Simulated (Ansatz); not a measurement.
`F[C](F)(F)[GeH3]` + `O[Si](F)(Cl)Cl` → `F[Si](Cl)(Cl)[O][GeH3]` + trifluoromethane at 600 K and 1 bar (ligand exchange at a Ge–C bond).

Calculated with Ansatz (gas phase, PBE0-D4/def2-TZVP geometries, no zero-point term in ΔE). CBS: MP2 limit from def2 TZ/QZ plus the TZ coupled-cluster correction, frozen cores. This one scheme is used for every species. For Ge outer-core shells are correlated without core-valence functions, which leaves a few kJ/mol of doubt a bond. Scalar relativity is left out up to krypton. One conformer a species, not always the lowest.

| species | CCSD(T)/CBS energy (Eh) | H − E (kJ/mol) | S (J/(mol·K)) |
| --- | --- | --- | --- |
| `F[C](F)(F)[GeH3]` | -2415.32566 | 152.5 | 408.7 |
| `O[Si](F)(Cl)Cl` | -1384.43664 | 106.2 | 413.2 |
| `F[Si](Cl)(Cl)[O][GeH3]` | -3461.76595 | 164.0 | 526.9 |
| `FC(F)F` | -338.02896 | 97.7 | 303.2 |

H − E and S are ideal-gas, rigid-rotor, harmonic terms from PBE0-D4/def2-TZVP, for one conformer and one mirror image of each species. 1 Eh = 2625.50 kJ/mol, R = 8.31446 J/(mol·K).

Task: By hand: ΔE, ΔH, ΔS and ΔG.

Result: ΔE = (-3461.76595) + (-338.02896) − (-2415.32566) − (-1384.43664) = -0.03261 Eh = -85.6 kJ/mol. Δ(H − E) = 164.0 + 97.7 − 152.5 − 106.2 = 3.0, so ΔH = -82.6 kJ/mol. ΔS = 526.9 + 303.2 − 408.7 − 413.2 = 8.2 J/(mol·K). ΔG = -82.6 − 600 × (8.2)/1000 = -87.5 kJ/mol.

Task: By hand: the equilibrium constant, and the temperature at which ΔG would vanish if ΔH and ΔS stayed fixed.

Result: log₁₀ K = −ΔG/(RT ln 10) = 7.6. ΔH and −TΔS have one sign here, so there is no such temperature.

The number of gas molecules stays the same, so ΔS is small and ΔH decides. A doubt of 5 kJ/mol in ΔE shifts log₁₀ K by 0.4 here. Other conformers and mirror images would add mixing entropy, several J/(mol·K) or more a flexible species. Modes under 60 cm⁻¹, often nearly free rotors, make the harmonic entropy too high. These are equilibria of isolated gas molecules and say nothing of rates. Largest T1 diagnostic: 0.012 (customary marks: 0.02 for closed shells, 0.045 for open ones).

ΔS is within the doubt of such terms, so its sign, and with it that verdict, could turn.
